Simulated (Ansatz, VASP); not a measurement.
TePb in VASP and in Ansatz

```
Te Pb
1.0
     0.00000    3.14243    3.14243
     3.14243    0.00000    3.14243
     3.14243    3.14243    0.00000
Te Pb
1 1
Direct
  0.50000 0.50000 0.50000
  0.00000 0.00000 0.00000
```

Alike in both runs: task single point; functional PBEsol; k mesh 6 × 6 × 6; no spin polarisation.

|  | VASP | Ansatz |
| --- | --- | --- |
| version | VASP 6.6.1 | Ansatz 0.2.0 |
| potentials or method | VASP PAW PBE potentials, release 64 (Te, Pb_d) | plane waves, PAW |
| plane-wave cutoff (eV) | 520 | 550 |
| occupations | gaussian, width 0.01 eV | fixed |
| valence electrons in the cell | 20 | 30 |

|  | VASP | Ansatz | Ansatz less VASP |
| --- | --- | --- | --- |
| pressure (GPa) | 4.0 | 4.0 | +0.03 |

The two sets of potentials don't hold the same shells in valence.

Caveats: the PAW data sets were made with another functional, which shifts forces and pressure a little (VASP).
